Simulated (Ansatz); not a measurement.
**ScAl3: how the free axis answers a strain**

ScAl3, Pm-3m, a = 4.086 Å. The structure is a Materials Project entry; whether it is the stable form wasn't checked. Ansatz: r2SCAN, PAW, 500 eV, Γ-centred 14×14×14 mesh on 4 atoms, Gaussian smearing 0.10 eV; no spin polarisation. Series: uniaxial strain along a, with b, c and atoms relaxed; x is the strain in per cent. y is the change of c in per cent of 4.086 Å.

| x (%) | y (%) |
| --- | --- |
| -6.0 | ? |
| -4.0 | 0.84 |
| -2.0 | 0.39 |
| 0.0 | 0.00 |
| 2.0 | -0.29 |
| 4.0 | -0.55 |
| 6.0 | -0.81 |

Question: Fit y = c1 x + c2 x² to the other rows, say what c1 measures, and predict the missing y.

Answer: Least squares on the rows shown. y = −0.1767 x + 0.007634 x². So −c1 = 0.177 is Poisson's ratio for this pair of axes. With a term in x³ added, the coefficient of x becomes -0.1639, 7 % less, which shows how far this figure hangs on the form. At x = -6.0 the fit asked for gives 1.34 %. The run gave 1.39 %, so the fit is 0.05 % too low, 2.3 % of the span of the series, against an rms of 0.02 % on the fitted rows. The row lies outside the fitted range. With a term in x³ added, a fit to the same known rows predicts 1.46 %, which misses by about as much or more on the other side: the known rows don't fix the higher terms.

Cost: 7 runs of about 20 core-minutes in all, on AMD EPYC 7R43 (Zen 3) (shared hosts).